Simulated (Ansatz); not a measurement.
A relaxation computed with Ansatz, from input to last step.

```yaml
crystal:
  lattice:
    - [0.0, 2.8343795202, 2.8343795202]
    - [2.8343795202, 0.0, 2.8343795202]
    - [2.8343795202, 2.8343795202, 0.0]
  atoms:
    - { symbol: Al, position: [0.0, 0.0, 0.0] }
    - { symbol: Cu, position: [0.5, 0.5, 0.5] }
    - { symbol: Cu, position: [0.25, 0.25, 0.25] }
    - { symbol: Cu, position: [0.75, 0.75, 0.75] }
basis:
  ecutwfc: 500
kpoints:
  mp_grid: { grid: [12, 12, 12] }
hamiltonian:
  xc: r2scan
scf:
  occupations: { method: gaussian, width: 0.1 }
output:
  forces: true
  stress: true
  eigenvalues: true
relax:
  adjacent_minimum: "off"
  f_tol: 0.008
  max_steps: 50
  cell: { stress_tol: 0.08, p_target: 10.0 }
```

```bash
ansatz run input.yaml --threads 1 --pin off --max-ram 2560MiB --backend cpu --events-out ev --progress --plain --runs-dir out
```

Computed with Ansatz, DFT r2SCAN, scalar-relativistic, plane waves, PAW.

Of 4 frames 3 are shown, positions in Å and forces in eV/Å; the SCF threshold varies from step to step. Steps run on the plane waves of an earlier cell, with a Pulay correction in the pressure. The basis is chosen afresh for the last frame, the zero of the energies, and at times for earlier ones too; energy and pressure step there, also at an unchanged geometry. The relaxation lowers the enthalpy F + PV at the target pressure, so the free energy itself can rise.

```xyz
4
Lattice="0.0000 2.8344 2.8344 2.8344 0.0000 2.8344 2.8344 2.8344 0.0000" Properties=species:S:1:pos:R:3:forces:R:3 pbc="T T T" step=1 free_energy_over_end_meV_per_atom=0.87 pressure_GPa=10.24
Al    0.0000    0.0000    0.0000    0.0000    0.0000    0.0000
Cu    2.8344    2.8344    2.8344    0.0000    0.0000    0.0000
Cu    1.4172    1.4172    1.4172    0.0000    0.0000    0.0000
Cu    4.2516    4.2516    4.2516    0.0000    0.0000    0.0000
4
Lattice="0.0000 2.8351 2.8351 2.8351 0.0000 2.8351 2.8351 2.8351 0.0000" Properties=species:S:1:pos:R:3:forces:R:3 pbc="T T T" step=2 free_energy_over_end_meV_per_atom=0.35 pressure_GPa=10.10
Al    0.0000    0.0000    0.0000    0.0000    0.0000    0.0000
Cu    2.8351    2.8351    2.8351    0.0000    0.0000    0.0000
Cu    1.4175    1.4175    1.4175    0.0000    0.0000    0.0000
Cu    4.2526    4.2526    4.2526    0.0000    0.0000    0.0000
4
Lattice="0.0000 2.8355 2.8355 2.8355 0.0000 2.8355 2.8355 2.8355 0.0000" Properties=species:S:1:pos:R:3:forces:R:3 pbc="T T T" step=4 free_energy_over_end_meV_per_atom=0.00 pressure_GPa=10.00
Al    0.0000    0.0000    0.0000    0.0000    0.0000    0.0000
Cu    2.8355    2.8355    2.8355    0.0000    0.0000    0.0000
Cu    1.4178    1.4178    1.4178    0.0000    0.0000    0.0000
Cu    4.2533    4.2533    4.2533    0.0000    0.0000    0.0000
```

The run took 43 s on 1 thread of Arm Neoverse V2 (shared host), peak memory 0.52 GiB.